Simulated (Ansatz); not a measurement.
**Bands of Tl**

```
CELL_PARAMETERS angstrom
3.45600 0.00000 0.00000
-1.72800 2.99298 0.00000
0.00000 0.00000 5.52500
ATOMIC_POSITIONS crystal
Tl 0.33333 0.66667 0.25000
Tl 0.66667 0.33333 0.75000
```

Atoms are numbered in the order listed.

Structure: COD 9008519, as refined from experiment and not relaxed.

Method: Ansatz 0.2.0, DFT, PBE, all-electron LAPW, Dirac equation with spin-orbit coupling.

The runs use a Γ-centred 11×11×6 k mesh, Fermi–Dirac smearing of 0.05 eV, basis error target 0.5 meV/atom, no spin polarisation.

Points in fractions of the reciprocal vectors of this cell: Γ (0, 0, 0), M (0.5, 0, 0), K (0.333, 0.333, 0), A (0, 0, 0.5), L (0.5, 0, 0.5), H (0.333, 0.333, 0.5). The path runs Γ–M–K–Γ–A–L–H–A–L. Energies are in eV from the Fermi level; (×n) counts levels within 4 meV of each other, which need not be degenerate by symmetry.

(1) Is there a gap?

(2) List the levels between -14 and 8 eV at the symmetry points.

## Answers

(1) none: bands cross the Fermi level, a metal.

(2) 
Γ: -12.58 (×2), -12.58 (×2), -12.56 (×2), -12.51 (×2), -10.49 (×2), -10.44 (×2), -10.43 (×2), -10.42 (×2), -10.36 (×2), -10.07 (×2), -9.83 (×2), -4.86 (×2), -2.76 (×2), 7.17 (×2)
M: -12.58 (×2), -12.56 (×2), -12.51 (×2), -12.50 (×2), -10.52 (×2), -10.44 (×2), -10.40 (×2), -10.35 (×2), -10.17 (×2), -9.95 (×2), -5.55 (×2), -4.50 (×2), -0.59 (×2), 0.28 (×2), 1.65 (×2), 3.91 (×2), 4.13 (×2)
K: -12.55 (×2), -12.52 (×2), -12.50 (×2), -12.48 (×2), -10.51 (×2), -10.43 (×2), -10.41 (×2), -10.27 (×2), -10.16 (×2), -10.10 (×2), -4.42 (×2), -4.35 (×2), -1.26 (×2), 1.28 (×2), 2.31 (×2), 2.55 (×2), 3.42 (×2), 3.70 (×2), 6.77 (×2)
A: -12.57 (×4), -12.53 (×4), -10.55 (×4), -10.33 (×4), -10.21 (×4), -8.39 (×4), 3.31 (×4)
L: -12.57 (×4), -12.51 (×4), -10.51 (×4), -10.37 (×4), -10.03 (×4), -4.49 (×4), -2.21 (×4), 5.22 (×4), 6.67 (×4)
H: -12.55 (×4), -12.49 (×2), -12.45 (×2), -10.57 (×2), -10.42 (×2), -10.31 (×2), -10.27 (×2), -10.26 (×2), -10.11 (×2), -3.86 (×2), -3.83 (×2), -1.13 (×2), -0.70 (×2), 0.11 (×2), 0.70 (×2), 7.53 (×2), 7.91 (×2)
